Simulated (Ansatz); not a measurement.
# Al12H: the cost of one run

Program: Ansatz 0.2.0. Level of theory: DFT PBE, scalar-relativistic, plane waves, PAW. These are calculated values, not measurements.

3 further runs of the same task are left out: 3 set aside as unsound or not needed.

## (1) The starting structure

The structure is orthorhombic, space group Pmm2 (No. 25). The conventional cell has a = 5.714 Å, b = 5.714 Å, c = 19.675 Å, α = 90.00°, β = 90.00°, γ = 90.00°. Al (site symmetry m) is surrounded by 8 Al at 2.86 to 2.90 Å. Around Al (site symmetry m) lie 12 Al at 2.86 to 2.91 Å. Al (site symmetry m) is surrounded by 1 H at 1.79 Å. Around Al (site symmetry m) lie 8 Al at 2.86 to 2.91 Å. Around H (site symmetry mm2) lie 2 Al at 1.79 Å.

Structure file:

```cif
data_structure
_symmetry_space_group_name_H-M 'Pmm2'
_symmetry_Int_Tables_number 25
_cell_length_a 5.7135
_cell_length_b 5.7135
_cell_length_c 19.6747
_cell_angle_alpha 90.000
_cell_angle_beta 90.000
_cell_angle_gamma 90.000
_cell_volume 642.27
loop_
_atom_site_label
_atom_site_type_symbol
_atom_site_symmetry_multiplicity
_atom_site_Wyckoff_symbol
_atom_site_fract_x
_atom_site_fract_y
_atom_site_fract_z
_atom_site_occupancy
Al1 Al 2 g 0.00000 0.25000 0.20331 1
Al2 Al 2 h 0.50000 0.25000 0.20331 1
Al3 Al 2 e 0.75000 0.00000 0.30927 1
Al4 Al 2 f 0.75000 0.50000 0.30927 1
Al5 Al 2 g 0.00000 0.25000 0.41549 1
Al6 Al 2 h 0.50000 0.25000 0.41549 1
H1 H 1 b 0.00000 0.50000 0.47042 1
```

This is the geometry at the first point of the grid.

## (4) Setting up the map

Atoms count from 1 in the order of the input.

H is moved over the surface cell; relaxed at each place: the height of the adsorbate's atoms; substrate rigid; the origin of the map has the adsorbate above Al9.

The axes are (1) position of H13 along the first surface vector, from above Al9: 6 values from 0.000 to 0.833, periodic; (2) position of H13 along the second surface vector, from above Al9: 6 values from 0.000 to 0.833, periodic.

Relaxed at each point: the height of the adsorbate's atoms; substrate rigid. Points are written as (first, second).

The two vectors of the plane (Å): (2.857, 0.000, 0.000); (0.000, 2.857, 0.000).

(The set-up runs are not shown.)

## (5) Grid point (0/6, 0/6) of the map's two axes

input.yaml

```yaml
crystal:
  lattice:
    - [5.7135165837, 0.0, 0.0]
    - [0.0, 5.7135165837, 0.0]
    - [0.0, 0.0, 19.6746954375]
  atoms:
    - { symbol: Al, position: [0.25, 0.25, 0.203306832] }
    - { symbol: Al, position: [0.25, 0.75, 0.203306832] }
    - { symbol: Al, position: [0.75, 0.25, 0.203306832] }
    - { symbol: Al, position: [0.75, 0.75, 0.203306832] }
    - { symbol: Al, position: [0.0, 0.0, 0.3092728611] }
    - { symbol: Al, position: [0.0, 0.5, 0.3092728611] }
    - { symbol: Al, position: [0.5, 0.0, 0.3092728611] }
    - { symbol: Al, position: [0.5, 0.5, 0.3092728611] }
    - { symbol: Al, position: [0.25, 0.25, 0.415492858] }
    - { symbol: Al, position: [0.25, 0.75, 0.415492858] }
    - { symbol: Al, position: [0.75, 0.25, 0.415492858] }
    - { symbol: Al, position: [0.75, 0.75, 0.415492858] }
    - { symbol: H, position: [0.25, 0.25, 0.4927494542] }
basis:
  ecutwfc: 420
kpoints:
  mp_grid: { grid: [5, 5, 1] }
hamiltonian:
  xc: pbe
  pseudopotentials: { kind: paw, azcp: { folder: soft_1 } }
scf:
  occupations: { method: gaussian, width: 0.1 }
output:
  forces: true
  eigenvalues: true
relax:
  adjacent_minimum: "off"
  f_tol: 0.025
  max_steps: 16
  constraints:
    - { sites: [0, 1, 2, 3, 4, 5, 6, 7, 8, 9, 10, 11] }
    - { sites: [12], fix: xy }
efield:
  axis: 3
  dipole_correction: true
  ramp_width: 0.04
```

On the command line:

```bash
> ansatz run input.yaml --threads 1 --pin off --max-ram 3072MiB --backend cpu --events-out ev --progress --plain --runs-dir out
```

**Question.** How long does this run take on 1 thread of Arm Neoverse V2, shared host, and how much memory does it need?

About 34 s, with a peak of 0.59 GiB.
